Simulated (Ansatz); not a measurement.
**Structures of AlH: which is lowest?**

Plane-wave DFT in Ansatz with scalar-relativistic PAW potentials, cutoff 420 eV, Γ-centred meshes chosen by cell and gap, Gaussian smearing with energies taken to zero width. Every cell was relaxed (cell and atoms) in a run of its own, within the symmetry of its start. Functional: PBE.

Relaxed structures (starts from databases or built by putting these elements on another compound's sites):
A. Fm-3m, 2 atoms in the computed cell, a = 4.234 Å; sites (symmetry × multiplicity) Al m-3m × 4, H m-3m × 4; start: built
B. Cmcm, 4 atoms in the computed cell, a = 2.792 Å, b = 10.719 Å, c = 2.726 Å; sites (symmetry × multiplicity) Al m2m × 4, H m2m × 4; start: built
C. R-3m, 4 atoms in the computed cell, a = 2.983 Å, c = 15.779 Å; sites (symmetry × multiplicity) Al 3m × 6, H 3m × 6; start: built

Q: Rank them by energy. Could pressure change the order?

A:
| structure | group | E − E(lowest) (meV/atom) | V (Å³/atom) | gap on mesh (eV) |
| --- | --- | --- | --- | --- |
| C | R-3m | 0.0 | 10.13 | 0.00 |
| B | Cmcm | 58 | 10.20 | 0.00 |
| A | Fm-3m | 111 | 9.49 | 0.00 |

C is lowest, 58 meV/atom under B. A is denser by 0.64 Å³/atom, so pressure favours it: ΔE/ΔV, with ΔE in eV and 1 eV/Å³ = 160.2 GPa, gives about 28 GPa for equal enthalpy if both cells were rigid; at such pressures compression changes ΔV much, so this is a scale only. Other structures may lie lower than all of these, and vibrations aren't counted.